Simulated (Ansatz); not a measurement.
# TiO2 (Anatase) (I4_1/amd) in Ansatz: single point with r2SCAN0

Aim: the single point of TiO2 (Anatase) with r2SCAN0.

Program: Ansatz 0.2.0. These are calculated values, not measurements. Logs are shortened: lines on timing, memory, paths and dates and some standing lists are left out, and cuts for length are marked.

## Step 1: The crystal as given

Symmetry: I4_1/amd, No. 141, tetragonal system. Conventional cell: a = 3.784 Å, b = 3.784 Å, c = 9.515 Å, α = 90.00°, β = 90.00°, γ = 90.00°. Ti (site symmetry -4m2) is surrounded by 6 O at 1.93 to 1.98 Å. O (site symmetry 2mm) has 3 Ti at 1.93 to 1.98 Å as nearest neighbours.

## Step 2: Single point, r2SCAN0

Input file input.yaml:

```yaml
crystal:
  lattice:
    - [-1.8921, 1.8921, 4.7573]
    - [1.8921, -1.8921, 4.7573]
    - [1.8921, 1.8921, -4.7573]
  atoms:
    - { symbol: Ti, position: [0.75, 0.25, 0.5] }
    - { symbol: Ti, position: [0.0, 0.0, 0.0] }
    - { symbol: O, position: [0.7919, 0.7919, 0.0] }
    - { symbol: O, position: [0.5419, 0.0419, 0.5] }
    - { symbol: O, position: [0.9581, 0.4581, 0.5] }
    - { symbol: O, position: [0.2081, 0.2081, 0.0] }
hamiltonian:
  xc: r2scan0
  pseudopotentials: { kind: paw }
kpoints:
  mp_grid: { grid: [6, 6, 6] }
scf:
  occupations: { method: fermi_dirac, width: 0.05 }
output:
  forces: true
  stress: true
  eigenvalues: true
```

Potentials or basis: Ansatz PAW.

Run with:

```bash
$ ansatz run input.yaml --threads 2 --pin off --max-ram 5632MiB --backend cpu --events-out ev --progress --plain --runs-dir out
```

The log of the run:

```text
Warning: output.stress: scf.convergence.dr2_threshold = 1e-7 eV (the SCF's general default) is looser than the 6e-10 eV advised for a printed stress (1e-10 eV for each atom of the cell: 6). What an SCF threshold leaves in a stress goes as its square root, and in the free energy as the threshold itself, and one threshold admits the most on a small cell: of the crystals measured, under no hybrid functional and no lock of the moments, on runs that ended without the residual-converged pass, on stresses that held no estimate of that error, the worst erred by over 100 MPa in a component at 1e-7 eV an atom and by under 5 at 1e-10. Set scf.convergence.dr2_threshold to 6e-10 eV or tighter. The threshold is an SCF's pass mark: one that does not reach it within its budget of iterations ends unconverged, or closes short of it on a stop that the run arms, and scf.convergence.dr2_threshold's page says what that costs each kind of run
Warning: output.stress: scf.exx.energy_threshold = 1e-6 eV is looser than the 6e-8 eV advised for a stress under a hybrid functional (1e-8 eV for each atom of the cell: 6). Every SCF of the exchange loop can meet its threshold on dr2 while the loop round them stops early: no threshold on dr2 bounds what that leaves in the stress. Set scf.exx.energy_threshold to 6e-8 eV or tighter. The threshold is the loop's pass mark: a loop that does not reach it within its budget of cycles ends unconverged, and scf.exx.energy_threshold's page has the law
Warning: RAYON_NUM_THREADS=2 ignored (pool sized by the plan → 2); use --threads N
basis.fft_grid_basis auto: the FFT boxes are laid along the combinations [[1, 0, 1], [0, 1, 1], [0, 0, 1]] of the cell's own vectors, 3.784, 3.784 and 5.458 Å long. The dense box has 30×30×40 points. Along the cell's own vectors, as sized, it would have 40×40×40, 1.78 times as many. Of the 16 symmetry operations that the crystal satisfies within crystal.symmetry.tolerance (time reversal apart; of a slab, those that keep its plane) the dense box along the cell's own vectors carries 16, and the one as laid loses 14 of those. basis.fft_grid_basis: typed keeps the cell's own vectors: state it where this run's energies or levels are differenced outside the engine with another run's, or held beside a run that keeps those vectors.
Engine: ansatz 0.2.0, aarch64-unknown-linux-gnu
Pseudopotentials: kind: paw
Pseudopotential: Ti, paw, valence charge 12, recommended cutoff 500 eV (meta_gga), Ti.paw.azcp
Pseudopotential: O, paw, valence charge 6, recommended cutoff 500 eV (meta_gga), O.paw.azcp
Functional definition: r2SCAN0
  parameter a = 0.25
  parameter k0 = 0.174
  parameter k1 = 0.065
  parameter a1 = 4.9479
  exchange = (1 - a)*r2scan_x(k0 = k0, k1 = k1, a1 = a1) + a*exact_x
  correlation = r2scan_c
Crystal: 6 atoms, lattice volume = 68.125 Å³
Basis set: ecut = 500 eV, 1693 PW (Γ), FFT grids on a1+a3, a2+a3, a3, exchange–correlation on 120×120×160 points (64 copies of the dense FFT grid, shifted against one another)
Bands: 30, of which v1, the nominal top of the filled ones, is band 24 counted from 1 (23 counted from 0)
Symmetry: 16 space group operations
Space group: I41/amd (ITA 141), of the structure as read, at distance tolerance 4.1e-5 Å
k-points: 30 of 216
Non-local potential: Ti, projectors of the file, l = 0: 3, l = 1: 2, l = 2: 3, l = 3: 1
Non-local potential: O, projectors of the file, l = 0: 2, l = 1: 2, l = 2: 1
PAW form: soft (Blöchl's): semilocal exchange-correlation on the pseudo side does not see the compensation charge
[... 42 lines left out ...]
SCF 3 converged in 8 iterations: F = -7288.449885 eV  dr2 = 7.99e-10
  Residual-converged pass: ⟨swp⟩=2.0  Hψ=1466  notcnv=0  max |occ|·‖R‖ = 7.6e-7 eV (tolerance 7.7e-7 eV)  dr2=8.00e-10  dr2_τ=2.72e-11  dr2_onsite=2.90e-11  max |Δocc| = 0.0e0
hybrid outer 2: dexx = +3.472e-6 eV, tail = 4.80e-8 eV, Δε = 4.09e-3 eV (about 9.19e-5 eV left of the loop's levels), ΔF = 8.56e-4 eV/Å (tail 2.64e-4)
hybrid SCF converged: 2 outer / 15 inner (+5 warm-up), last move |dexx| = 3.47e-6 eV, tail = 4.80e-8 eV
Stability not checked: this state was not tested for a lower state beside it, because the functional holds exact exchange (a hybrid, or Hartree-Fock), whose exchange loop this test does not read (fock_operator; see scf.lower_state_search)
Free energy (F): -7288.449886 eV
Frozen-core exchange: fock
Harris-Foulkes:  -7288.449886 eV  (|F-HF|=3.29e-10)
Internal energy: -7288.449886 eV  (E = F + TS)
E sigma→0 (E₀):  -7288.449886 eV
Fermi energy:    8.046479 eV
--- Per-component energies (eV) ---
  E_band       = -623.955326
  E_kinetic    = 1252.849414
  E_local      = -3542.879166  (includes V_loc(G=0)·N_el)
  E_nonlocal   = 183.333735
  E_hartree    = 1366.301514
  E_xc         = -373.947278
  E_vxc        = -526.903419  (∫ρ·V_xc dr)
  E_exx        = -177.303574  (= α·E_x^exact, valence–valence)
  E_paw        = -2673.746620  (= ΣΔE_a)
  E_vpaw       = -398.166617  (= ΣTr[D̂ρ^β])
  E_aug_tail   = 0.004640  (compensation charges beyond the density's cutoff)
  E_vtau       = 29.810522  (kinetic-family band-sum trace: ∫τ·v_τ [+ j·A + Jᵃ·Aᵃ] dr)
  E_ewald      = -3322.195552
  E_core_change = -0.866999  (= ΣΔE_core)
  E_smearing   = -0.000000  (= −TS)
  E_closure    = 0.000000  (closes the sum)
  Σ components = -7288.449886   (vs F -7288.449886, Δ=0.00e0)
--- Forces (eV/Å), atoms counted from 1 ---
  atom   1  Ti    -0.00000000    -0.00000000    -0.00000000
  atom   2  Ti     0.00000000    -0.00000000     0.00000000
  atom   3  O      0.00000000    -0.00000000     0.19548936
  atom   4  O     -0.00000000    -0.00000000     0.19548936
  atom   5  O     -0.00000000     0.00000000    -0.19548936
  atom   6  O      0.00000000    -0.00000000    -0.19548936
  max |Σ_I F_I| component: 2.78e-17 eV/Å
--- Stress (GPa, compression-positive) ---
       -4.732636      -0.000000       0.000000
       -0.000000      -4.732636      -0.000000
        0.000000      -0.000000      -4.595798
  P = ⅓ Tr σ = -4.6870 GPa (-46.870 kbar)
--- Band table (eV; the first three rows and the last of 30) ---
  k-point 0: bands = ["-56.4717", "-56.4075", "-30.5846", "-30.3254", "-30.3254", "-30.2498", "-30.2498", "-30.1442", "-14.3752", "-13.2885", "-13.1216", "-12.7673", "1.2562", "1.4779", "1.4779", "1.8209", "3.3505", "3.3663", "3.3663", "4.8268", "4.8855", "4.8855", "5.1741", "5.1741", "10.3602", "11.2451", "12.4674", "12.4674", "12.5192", "12.5192"]
  k-point 1: bands = ["-56.4664", "-56.4108", "-30.5819", "-30.3775", "-30.3431", "-30.2788", "-30.2480", "-30.1368", "-14.0943", "-13.1201", "-13.0002", "-12.6831", "0.9257", "1.1397", "1.1988", "1.9022", "2.8675", "3.4107", "3.5643", "4.0550", "4.2017", "4.4210", "4.9443", "5.3955", "11.3525", "11.3617", "11.5841", "12.1348", "12.1621", "12.5443"]
  k-point 2: bands = ["-56.4525", "-56.4204", "-30.5741", "-30.4729", "-30.3749", "-30.3391", "-30.2289", "-30.1481", "-13.4409", "-12.8333", "-12.7263", "-12.5298", "0.4136", "0.7152", "1.0230", "2.0497", "2.1956", "2.3305", "2.4372", "2.7538", "3.3521", "4.6501", "5.0297", "5.5668", "11.4528", "11.6653", "11.9424", "12.2814", "12.8265", "13.2082"]
  k-point 29: bands = ["-56.4397", "-56.4397", "-30.3685", "-30.3685", "-30.3536", "-30.3536", "-30.2211", "-30.2211", "-13.7412", "-13.7412", "-13.0605", "-13.0605", "1.5238", "1.5238", "1.5823", "1.5823", "3.4464", "3.4464", "4.1542", "4.1542", "4.2611", "4.2611", "5.5604", "5.5604", "10.7877", "10.7877", "12.3134", "12.3134", "12.7011", "12.7011"]
```

Wall time 87 s (2 threads of Arm Neoverse V2, shared host); peak memory 3.4 GiB.

Results:

```yaml
Free_energy: -7288.4499 eV
Pressure: -4.7 GPa
Largest_force: 0.195 eV/Å
Band_gap_on_the_k_mesh: 4.72 eV, indirect (least direct gap 5.06 eV)
```

Forces on the atoms (eV/Å):
```
Ti   0.000  0.000  0.000
Ti   0.000  0.000  0.000
O    0.000  0.000  0.195
O    0.000  0.000  0.195
O    0.000  0.000 -0.195
O    0.000  0.000 -0.195
```

Levels at points of the mesh, in eV from the valence-band top:
```
              k point  band 20  band 21  band 22  band 23  band 24  band 25  band 26  band 27  band 28  band 29
   (0.00, 0.00, 0.00)    -0.81    -0.75    -0.75    -0.46    -0.46     4.72     5.61     6.83     6.83     6.88
  (0.00, 0.00, -0.50)    -2.92    -2.20    -2.20     0.00     0.00     6.14     6.14     6.63     6.63     7.89
  (0.00, -0.50, 0.00)    -2.16    -2.08    -1.02    -0.90    -0.68     6.03     6.33     6.34     6.49     7.17
(-0.50, -0.50, -0.50)    -1.48    -1.38    -1.38    -0.08    -0.08     5.15     5.15     6.68     6.68     7.06
```

Caveat: the PAW data sets come from PBE, with cores solved anew for the run's functional, which leaves a small shift of forces and pressure; the thresholds are loose for stress. A k mesh can miss the band edges.
